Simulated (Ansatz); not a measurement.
Runs of Ansatz 0.2.0 on TePb. Symmetry: Fm-3m, No. 225, cubic system. The conventional cell has a = 6.462 Å, b = 6.462 Å, c = 6.462 Å, α = 90.00°, β = 90.00°, γ = 90.00°. Around Pb (site symmetry m-3m) lie 6 Te at 3.23 Å. Te (site symmetry m-3m) is surrounded by 6 Pb at 3.23 Å. 

| task | level | potentials or basis | spin | cell | k mesh | cutoff (eV) | smearing | basis error allowed | pressure (GPa) | relaxed volume (Å³/atom) |
| --- | --- | --- | --- | --- | --- | --- | --- | --- | --- | --- |
| band structure | PBEsol | all-electron LAPW, inner shells corrected to Dirac's equation | off | as given | 7 × 7 × 7 | 179 | fermi-dirac 0.05 eV | 0.001 eV/atom | -0.4 | - |
| relaxation of cell and atoms | RPBE+D4 | all-electron LAPW, scalar-relativistic | off | relaxed | 7 × 7 × 7 | - | fermi-dirac 0.05 eV | 0.001 eV/atom | 0.0 | 33.73 |
| single point | PBE | all-electron LAPW, scalar-relativistic | off | as given | 5 × 5 × 5 | 156 | fermi-dirac 0.03 eV | 0.003 eV/atom | 2.1 | - |
| relaxation of cell and atoms | PBEsol+D3(BJ) | all-electron LAPW, scalar-relativistic | off | relaxed | 7 × 7 × 7 | - | fermi-dirac 0.05 eV | 0.001 eV/atom | 0.0 | 32.00 |
| relaxation of cell and atoms | BLYP+D4 | all-electron LAPW, scalar-relativistic | off | relaxed | 7 × 7 × 7 | - | fermi-dirac 0.05 eV | 0.001 eV/atom | 0.0 | 37.10 |
| relaxation of cell and atoms | PBEsol | all-electron LAPW, scalar-relativistic | off | relaxed | 7 × 7 × 7 | - | fermi-dirac 0.05 eV | 0.001 eV/atom | 0.0 | 33.42 |
| single point | PBE | all-electron LAPW, scalar-relativistic | off | as given | 7 × 7 × 7 | 179 | gaussian 0.011 eV | 0.001 eV/atom | 2.1 | - |
| single point | PBE+D3(BJ) | all-electron PAW datasets made for the crystal | collinear, ferromagnetic start | as given | 7 × 7 × 7 | 260 | cold 0.1 eV | - | (b) | - |
| single point | PBE | all-electron PAW datasets made for the crystal | off | as given | 6 × 6 × 6 | 240 | fermi-dirac 0.05 eV | - | 2.2 | - |
| relaxation of cell and atoms | revPBE | all-electron LAPW, scalar-relativistic | off | relaxed | 7 × 7 × 7 | - | fermi-dirac 0.05 eV | 0.001 eV/atom | 0.0 | (a) |

**Question.** Fill in the values left out.

**Answer.** (a) 36.44; (b) 0.1.

Not every run made on this cell is shown here.
